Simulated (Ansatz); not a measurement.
SnO2 under changes of volume

One of the cells (14.496 Å³/atom); the others are scaled copies at fixed shape and fractional positions:

```
Sn O
1.0
     1.61709    0.93363    4.80059
    -1.61709    0.93363    4.80059
     0.00000   -1.86726    4.80059
Sn O
1 2
Cartesian
  0.0000 0.0000 7.2009
  0.0000 0.0000 10.9861
  0.0000 0.0000 3.4157
```

Measurements of this composition are mostly on another form, of space group No. 136.

| Item | Value |
| --- | --- |
| Program | Ansatz 0.2.0 |
| Functional | LDA |
| Potentials or basis | Ansatz PAW |
| Cutoff | 420 eV (not typed: the program's choice for these potentials) |
| k mesh | 8 × 8 × 8 |
| Occupations | fermi-dirac, width 0.05 eV |
| Spin | no spin polarisation |

```tsv
volume (Å³/atom)	energy over the lowest point (meV/atom)	pressure (GPa)	gap on the mesh (eV)	largest force (eV/Å)
13.626	0.00	-0.2	2.19	0.006
13.916	3.46	-3.5	2.04	0.250
14.206	12.57	-6.5	1.90	0.473
14.496	26.78	-9.1	1.77	0.676
14.785	45.43	-11.5	1.65	0.861
15.075	?	?	?	?
15.365	94.22	-15.3	1.43	1.183
```

**Question.** What does the run at 15.075 Å³/atom give?

**Answer.** Energy over the lowest point 68.09 meV/atom; pressure -13.5 GPa; gap on the mesh 1.54 eV; largest force 1.030 eV/Å.

Worked out: A Birch-Murnaghan fit of order 3 (a polynomial in V^(-2/3)) to the other rows has its minimum at 13.61 Å³/atom, just outside them, with B0 = V·E''(V) = 168 GPa and B' = 4.7 at fixed shape and positions, which overstates the stiffness. It gives 68.06 meV/atom at 15.075 Å³/atom, against the run's 68.09, and -dE/dV = -13.5 GPa, against -13.5. A parabola through the other rows of the gap, of slope -5.68 eV per unit of ln V there, gives 1.54 eV, against the run's 1.54.

Energies are extrapolated to zero smearing.

Caveats: spin-orbit coupling is left out, which moves the levels of the heavy elements; the PAW data sets come from PBE, with cores solved anew for the run's functional, which leaves a small shift of forces and pressure; forces of over 1 eV/Å show positions far from the minimum, so gaps and moduli don't describe the material at rest (some runs).

A mesh can miss the band edges.
